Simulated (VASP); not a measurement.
The system is AlN.

```
CELL_PARAMETERS angstrom
3.11300 0.00000 0.00000
-1.55650 2.69594 0.00000
0.00000 0.00000 4.98100
ATOMIC_POSITIONS crystal
Al 0.33333 0.66667 0.00000
Al 0.66667 0.33333 0.50000
N 0.33333 0.66667 0.38000
N 0.66667 0.33333 0.88000
```

Base run:

| Property | Result |
| --- | --- |
| Program | VASP 6.6.1 |
| Functional | PBEsol |
| Potentials or basis | VASP PAW PBE potentials, release 64 (Al, N) |
| Cutoff | 520 eV |
| k mesh | 9 × 9 × 6 |
| Occupations | gaussian, width 0.02 eV |
| Spin | no spin polarisation |

Its results: band gap on the k mesh 4.15 eV, direct; electronic dielectric tensor (diagonal) 4.50, 4.50, 4.70.

The run is repeated on the same cell with these changes: functional from PBEsol to LDA; potentials or basis from VASP PAW PBE potentials, release 64 (Al, N) to VASP PAW LDA potentials, release 64 (Al, N). What comes out?

Band gap on the k mesh 4.25 eV, direct; electronic dielectric tensor (diagonal) 4.45, 4.45, 4.64.

Caveats: an odd mesh through Γ misses points on the zone boundary, where band edges often lie.
